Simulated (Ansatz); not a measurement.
Crystal: I.

```
I
1.0
     0.00000    2.36560    3.90984
     2.19225    0.00000    3.90984
     2.19225    2.36560    0.00000
I
1
Direct
  0.00000 0.00000 0.00000
```

Base run:

```yaml
Program: Ansatz 0.2.0
Functional: PBE
Potentials_or_basis: Ansatz PAW
Cutoff: "420 eV (not typed: the program's choice for these potentials)"
k_mesh: 9 × 9 × 9
Occupations: fermi-dirac, width 0.05 eV
Spin: no spin polarisation
```

Its results: band gap on the k mesh none (metal or under the smearing width); pressure 0.5 GPa.

**Question.** After a change of settings the same cell gave: band gap on the k mesh none (metal or under the smearing width); pressure 1.5 GPa. Which change was it?
A. functional from PBE to revPBE
B. functional from PBE to r2SCAN; cutoff from 420 eV (not typed: the program's choice for these potentials) to 500 eV (not typed: the program's choice for these potentials)
C. occupations from fermi-dirac, width 0.05 eV to gaussian, width 0.026 eV
D. functional from PBE to HSE06; k mesh from 9 × 9 × 9 to 5 × 5 × 5

**Answer.** A.

revPBE binds less tightly than PBE, so the same cell stands under more pressure.

Caveats: spin-orbit coupling is left out, which moves the levels of the heavy elements; an odd number of electrons without spin polarisation forces a metal; a magnetic or distorted state may lie lower; the PAW data sets come from PBE, with cores solved anew for the run's functional, which leaves a small shift of forces and pressure (some runs).
